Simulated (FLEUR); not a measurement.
# Al (Fm-3m) in FLEUR: a series of runs, part 2 of 2

FLEUR MaX-R8.1 (later development tree).

## (3) Equation of state, PBE, 15.61 Å³/atom (volume scaled by 0.94)

Contents of inp.xml:

```xml
<?xml version="1.0" encoding="UTF-8" standalone="no"?>
<fleurInput fleurInputVersion="0.39">
   <comment>
      Al                                                                                                  
   </comment>
   <calculationSetup>
      <cutoffs Kmax="4.5" Gmax="22.5" GmaxXC="22.5" numbands="0"/>
      <scfLoop itmax="60" minDistance="0.00001" maxIterBroyd="15" imix="Anderson" alpha="0.05" precondParam="0.0" spinf="2.0" sdNocoIR="T"/>
      <coreElectrons ctail="T" frcor="F" kcrel="0" coretail_lmax="0"/>
      <xcFunctional name="pbe" relativisticCorrections="F"/>
      <magnetism jspins="1"/>
      <soc l_soc="F" theta="0.0" phi="0.0" spav="F"/>
      <expertModes spex="0" secvar="F"/>
      <geometryOptimization l_f="F" forcealpha="1.0" forcemix="BFGS" epsdisp="0.00001" epsforce="0.00001"/>
      <ldaU l_linMix="F" mixParam="0.05" spinf="1.0"/>
   </calculationSetup>
   <cell>
      <bzIntegration valenceElectrons="11.0" mode="hist" fermiSmearingEnergy="0.00183747">
         <kPointListSelection listName="default-1"/>
         <!-- k-points included here -->
         <xi:include xmlns:xi="http://www.w3.org/2001/XInclude" href="kpts.xml"> </xi:include>
      </bzIntegration>
      <!-- symmetry operations included here -->
      <xi:include xmlns:xi="http://www.w3.org/2001/XInclude" href="sym.xml"> </xi:include>
      <bulkLattice scale="0.9795861087">
         <bravaisMatrix>
            <row-1>    0.0000000000000000     3.8263269057207032     3.8263269057207032</row-1>
            <row-2>    3.8263269057207032     0.0000000000000000     3.8263269057207032</row-2>
            <row-3>    3.8263269057207032     3.8263269057207032     0.0000000000000000</row-3>
         </bravaisMatrix>
      </bulkLattice>
   </cell>
   <atomSpecies>
      <species name="Aluminum (Al)" element="Al" atomicNumber="13">
         <mtSphere radius="2.45" gridPoints="829" logIncrement="0.014"/>
         <atomicCutoffs lmax="10" lnonsphr="8"/>
         <electronConfig flipSpins="F">
            <coreConfig>(1s1/2)</coreConfig>
            <valenceConfig>(2s1/2) (2p1/2) (2p3/2) (3s1/2) (3p1/2) (3p3/2)</valenceConfig>
            <stateOccupation state="(3p1/2)" spinUp="0.166667" spinDown="0.166667"/>
            <stateOccupation state="(3p3/2)" spinUp="0.333333" spinDown="0.333333"/>
         </electronConfig>
         <energyParameters s="3" p="3" d="3" f="4"/>
         <lo type="SCLO" l="0" n="2" eDeriv="0"/>
         <lo type="SCLO" l="1" n="2" eDeriv="0"/>
         <lo type="SCLO" l="2" n="3" eDeriv="2"/>
         <lo type="SCLO" l="3" n="4" eDeriv="2"/>
      </species>
   </atomSpecies>
   <atomGroups>
      <atomGroup species="Aluminum (Al)">
         <relPos label="                   1">.0000000000 .0000000000 .0000000000</relPos>
         <force calculate="T" relaxXYZ="TTT"/>
      </atomGroup>
   </atomGroups>
   <output dos="F" band="F" slice="F">
      <checks vchk="F" cdinf="F"/>
      <bandDOS minEnergy="-.5*Htr" maxEnergy="0.5*Htr" sigma="0.015" storeEVData="T"/>
      <vacuumDOS vacdos="F" integ="F" star="F" nstars="0" locx1="0.0" locy1="0.0" locx2="0.0" locy2="0.0" nstm="0" tworkf="0.0"/>
      <unfoldingBand unfoldBand="F" supercellX="1" supercellY="1" supercellZ="1"/>
      <plotting iplot="0" polar="F">
         <plot TwoD="T" vec1="  1.0  0.0  0.0" vec2="  0.0  1.0  0.0" vec3="  0.0  0.0  1.0" zero="  0.0  0.0  0.0" file="plot"/>
      </plotting>
      <chargeDensitySlicing numkpt="0" minEigenval="0.0" maxEigenval="0.0" nnne="0" pallst="F"/>
      <specialOutput eonly="F"/>
      <moessbauerParams electricFieldGradient="T" isomerShift="T" coreHyperfine="T" valenceHyperfine="T"/>
      <magneticCircularDichroism mcd="F" energyLo="-10.0" energyUp="0.0"/>
   </output>
  <!-- We include the file relax.xml here to enable relaxations (see documentation) -->
  <xi:include xmlns:xi="http://www.w3.org/2001/XInclude" href="relax.xml"> <xi:fallback/> </xi:include>
</fleurInput>
```

Potentials or basis: all-electron, FLAPW.

Run with:

```
inpgen -f crystal.txt -profile moderate
# inp.xml edited to the form shown
fleur_MPI
```

Standard output:

```text
Welcome to FLEUR        (www.flapw.de)
      MaX-Release 8.1          (www.max-centre.eu)

 ========== k-point set info ==========
 Selected k-point list: default-1
 k-point list type: mesh
 11 x 11 x 11
 Number of k points: 56

 ------------Calculation Setup---------------------------
 Number of MPI-tasks      :            1
 Number of PE/node        :            1
 Number of OMP-threads    :            1
 Most efficient MPI parallelization for:
           1           2           4           7           8          14          28          56
 Additional eigenvalue parallelization possible
 Number of basis functions:          198
 Approximate size of matrices (H+S) per k-point:         0.001 GB
 --------------------------------------------------------
 Iteration:     1   Distance:       4.01377270 me/bohr^3
 Iteration:     2   Distance:       3.79617869 me/bohr^3
 Iteration:     3   Distance:       1.11881502 me/bohr^3
 Iteration:     4   Distance:       0.19190084 me/bohr^3
 Iteration:     5   Distance:       0.09767824 me/bohr^3
 Iteration:     6   Distance:       0.00633747 me/bohr^3
 Iteration:     7   Distance:       0.00669648 me/bohr^3
 Iteration:     8   Distance:       0.00016110 me/bohr^3
 Iteration:     9   Distance:       0.00005358 me/bohr^3
 Iteration:    10   Distance:       0.00000312 me/bohr^3

 ********************************************************************
 Run finished successfully
 Stop message:
   all done
 ********************************************************************
```

out.xml (last iteration):

```text
<iteration numberForCurrentRun="   10" overallNumber="   10">
         <energyParameters units="Htr">
            <atomicEP atomType="1" spin="1" branch="3s" branchLowest="-3.48" branchHighest="1.02" value="0.0970964787"/>
            <atomicEP atomType="1" spin="1" branch="3p" branchLowest="-2.06" branchHighest="1.44" value="0.2549801482"/>
            <atomicEP atomType="1" spin="1" branch="3d" branchLowest="-9.99" branchHighest="1.80" value="0.4342018155"/>
            <atomicEP atomType="1" spin="1" branch="4f" branchLowest="-9.99" branchHighest="3.42" value="0.6023509021"/>
            <loAtomicEP atomType="1" spin="1" branch="2s" branchLowest="-55.03" branchHighest="-3.48" value="-3.4811293993"/>
            <loAtomicEP atomType="1" spin="1" branch="2p" branchLowest="-9.99" branchHighest="-2.06" value="-2.0650118471"/>
            <loAtomicEP atomType="1" spin="1" branch="3d" branchLowest="-9.99" branchHighest="1.80" value="0.4342014048"/>
            <loAtomicEP atomType="1" spin="1" branch="4f" branchLowest="-9.99" branchHighest="3.42" value="0.6023530050"/>
         </energyParameters>
         <eigenvalues>
            <eigenvaluesAt spin="1" ikpt="1" k_x="0.00000000" k_y="0.00000000" k_z="0.00000000">
                      -3.4812631732       -2.0645210097       -2.0645210097       -2.0645210097       -0.1062619539
                       0.7921702287        0.7921702287        0.7921702287        0.8656696844
            </eigenvaluesAt>
            <eigenvaluesAt spin="1" ikpt="2" k_x="0.00000000" k_y="0.00000000" k_z="0.09090909">
                      -3.4812525029       -2.0646040677       -2.0645338640       -2.0645338640       -0.0976918922
                       0.6850723499        0.7717159067        0.7717159067        0.8844381975
            </eigenvaluesAt>
            <eigenvaluesAt spin="1" ikpt="3" k_x="0.00000000" k_y="0.00000000" k_z="0.18181818">
                      -3.4812238683       -2.0648265931       -2.0645683335       -2.0645683335       -0.0720775746
                       0.5466243209        0.7457154961        0.7457154961        0.8736188575
            </eigenvaluesAt>
            <eigenvaluesAt spin="1" ikpt="4" k_x="0.00000000" k_y="0.00000000" k_z="0.27272727">
                      -3.4811864696       -2.0651175076       -2.0646134528       -2.0646134528       -0.0296977763
                       0.4163171980        0.7307772867        0.7307772867        0.8645685355
            </eigenvaluesAt>
         </eigenvalues>
         <bandgap value="0.2818630195" units="eV"/>
         <sumValenceSingleParticleEnergies value="-18.9056569824" units="Htr"/>
         <FermiEnergy value="0.3171600788" units="Htr"/>
         <valenceDensity>
            <mtCharges spin="1">
               <mtCharge atomType="1" total="9.7834225" s="2.7765802" p="6.8184432" d="0.1761276" f="0.0113692"/>
            </mtCharges>
            <spinDependentCharge spin="1" total="11.0000000" interstitial="1.2165775" mtSpheres="9.7834225"/>
            <totalCharge value="11.0000000000"/>
         </valenceDensity>
         <coreStates atomType="     1" atomicNumber=" 13" spin="1" kinEnergy="    159.3062055106" eigValSum="   -110.0644125656" lostElectrons=" 0.000000">
            <state n="1" l="0" j="0.5" energy="-55.0322062828" weight="1.0000000000"/>
         </coreStates>
         <allElectronCharges>
            <spinDependentCharge spin="1" total="13.0000000" interstitial="1.2165775" mtSpheres="11.7834225"/>
            <totalCharge value="13.0000000001"/>
         </allElectronCharges>
         <moessbauerParams unitsHFF="kG" unitsIS="e/bohr^3" unitsEFG="Htr/bohr^2">
            <coreIsomerShift atomType="1" isTotal="1403.13686">
               <shell n="1" l="0" isomerShift="1403.13686"/>
            </coreIsomerShift>
            <isomerShift atomType="1" nucleusRadius="0.0000708" averageDensity="1502.22167"/>
            <electricFieldGradient atomType="1" VXX="0.00000" VYY="0.00000" VZZ="0.00000" asymParam="0.00000">
            </electricFieldGradient>
         </moessbauerParams>
         <totalEnergy                                    value="     -242.8218579251" units="Htr">
            <sumOfEigenvalues                            value="     -128.9700695479">
               <coreElectrons value="-110.0644125656"/>
               <valenceElectrons value="-18.9056569824"/>
            </sumOfEigenvalues>
            <densityCoulombPotentialIntegral value="-348.2320411745"/>
            <densityEffectivePotentialIntegral value="-372.3107093836"/>
            <chargeDenXCDenIntegral value="-18.6541090947"/>
            <FockExchangeEnergyValence value="0.0000000000"/>
            <FockExchangeEnergyCore value="0.0000000000"/>
            <atomTypeDependentContributions atomType="1">
               <electronNucleiInteractionDifferentMTs value="288.4430351150"/>
               <MadelungTerm value="-4.9493329639"/>
            </atomTypeDependentContributions>
            <tkbTimesEntropy value="0.0001395526"/>
            <freeEnergy value="-242.8219974777"/>
            <extrapolationTo0K value="-242.8219277014"/>
         </totalEnergy>
         <densityConvergence units="me/bohr^3">
            <chargeDensity spin="1" distance="0.0000031177"/>
         </densityConvergence>
      </iteration>
```

Run time: 12 s. Hardware: 1 thread of Arm Neoverse V1, shared host; peak memory 0.08 GiB.

Results:

* Free energy: -6607.5232 eV
* Band gap on the k mesh: none (metal or under the smearing width)
* Valence electrons inside the program's atomic spheres: Al 9.78 (radii Al 2.45 bohr)

## (4) Equation of state, PBE, 15.94 Å³/atom (volume scaled by 0.96)

inp.xml, as its differences from that of step 3:

```diff
@@ -24,3 +24,3 @@
       <xi:include xmlns:xi="http://www.w3.org/2001/XInclude" href="sym.xml"> </xi:include>
-      <bulkLattice scale="0.9795861087">
+      <bulkLattice scale="0.9864848297">
          <bravaisMatrix>
```

Run with:

```
inpgen -f crystal.txt -profile moderate
# inp.xml edited to the form shown
fleur_MPI
```

Run time: 12 s. Hardware: 1 thread of Arm Neoverse V1, shared host; peak memory 0.08 GiB.

The run converged. Its results:

* Free energy: -6607.5315 eV
* Band gap on the k mesh: none (metal or under the smearing width)
* Valence electrons inside the program's atomic spheres: Al 9.75 (radii Al 2.45 bohr)

## (5) Equation of state, PBE, 16.60 Å³/atom

inp.xml, as its differences from that of step 4:

```diff
@@ -24,3 +24,3 @@
       <xi:include xmlns:xi="http://www.w3.org/2001/XInclude" href="sym.xml"> </xi:include>
-      <bulkLattice scale="0.9864848297">
+      <bulkLattice scale="1.0000000000">
          <bravaisMatrix>
```

Run with:

```
inpgen -f crystal.txt -profile moderate
# inp.xml edited to the form shown
fleur_MPI
```

Wall time 13 s (1 thread of Arm Neoverse V1, shared host); peak memory 0.08 GiB.

It converged, with:

```
Free energy                                           : -6607.5367 eV
Band gap on the k mesh                                : none (metal or under the smearing width)
Valence electrons inside the program's atomic spheres : Al 9.70 (radii Al 2.45 bohr)
```

## (6) Equation of state, PBE, 17.27 Å³/atom (volume scaled by 1.04)

inp.xml, as its differences from that of step 5:

```diff
@@ -24,3 +24,3 @@
       <xi:include xmlns:xi="http://www.w3.org/2001/XInclude" href="sym.xml"> </xi:include>
-      <bulkLattice scale="1.0000000000">
+      <bulkLattice scale="1.0131594038">
          <bravaisMatrix>
```

Potentials or basis: all-electron, FLAPW.

Run with:

```
inpgen -f crystal.txt -profile moderate
# inp.xml edited to the form shown
fleur_MPI
```

Run time: 13 s. Hardware: 1 thread of Arm Neoverse V1, shared host; peak memory 0.08 GiB.

It converged, with:

```yaml
Free_energy: -6607.5290 eV
Band_gap_on_the_k_mesh: none (metal or under the smearing width)
Valence_electrons_inside_the_program's_atomic_spheres: Al 9.65 (radii Al 2.45 bohr)
```

## (7) Equation of state, PBE, 17.60 Å³/atom (volume scaled by 1.06)

inp.xml, as its differences from that of step 6:

```diff
@@ -24,3 +24,3 @@
       <xi:include xmlns:xi="http://www.w3.org/2001/XInclude" href="sym.xml"> </xi:include>
-      <bulkLattice scale="1.0131594038">
+      <bulkLattice scale="1.0196128224">
          <bravaisMatrix>
```

Run with:

```
inpgen -f crystal.txt -profile moderate
# inp.xml edited to the form shown
fleur_MPI
```

Wall time 13 s (1 thread of Arm Neoverse V1, shared host); peak memory 0.08 GiB.

Results (log left out):

```yaml
Free_energy: -6607.5212 eV
Band_gap_on_the_k_mesh: none (metal or under the smearing width)
Valence_electrons_inside_the_program's_atomic_spheres: Al 9.63 (radii Al 2.45 bohr)
```

## (8) Equation of state, PBE

No new run: the results of the series are fitted here.

What came out:

```yaml
Equilibrium_volume: 16.51 Å³/atom
Bulk_modulus: 79 GPa
Pressure_derivative_of_the_bulk_modulus: "4.4 (rough: it moves with the points fitted)"
```

Energy against volume, from the lowest point:
```csv
volume (Å³/atom),energy (meV/atom)
15.607,13.50
15.939,5.17
16.603,0.00
17.267,7.68
17.599,15.51
```

## (9) Against experiment

Step 8. Measured bulk modulus of Al: 76.9 GPa (quoted in “The interpretation of polycrystalline coherent inelastic neutron scattering from aluminium”, 2013, pmc:3831299). This calculation gives 79 GPa (+2.6 %). The fit is for a static lattice scaled at fixed shape and fixed fractional positions. The cell as given is a measured one (16.60 Å³/atom); PBE puts the equilibrium volume -0.5 % from it, thermal expansion not counted.
